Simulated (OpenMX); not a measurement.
Crystal: SnTe.

```
Te Sn
1.0
     0.00000    3.15085    3.15085
     3.15085    0.00000    3.15085
     3.15085    3.15085    0.00000
Te Sn
1 1
Direct
  0.50000 0.50000 0.50000
  0.00000 0.00000 0.00000
```

Base run:

* Program: OpenMX 3.8.5
* Functional: PBE
* Potentials or basis: OpenMX 2013 PBE set, Te7.0-s3p3d2f1, Sn7.0-s3p2d2f1, grid cutoff 500 Ry
* k mesh: 5 × 5 × 5
* Occupations: fermi-dirac, width 0.05 eV
* Spin: no spin polarisation

Its results: pressure -0.3 GPa.

Q: The run is repeated on the same cell with these changes: potentials or basis from OpenMX 2013 PBE set, Te7.0-s3p3d2f1, Sn7.0-s3p2d2f1, grid cutoff 500 Ry to OpenMX 2013 PBE set, Te7.0-s3p2d2f1, Sn7.0-s3p2d2, grid cutoff 500 Ry. What comes out?

A: Pressure 3.7 GPa.

Caveats: the basis of atomic orbitals isn't converged, which shifts pressures, moduli and gaps.
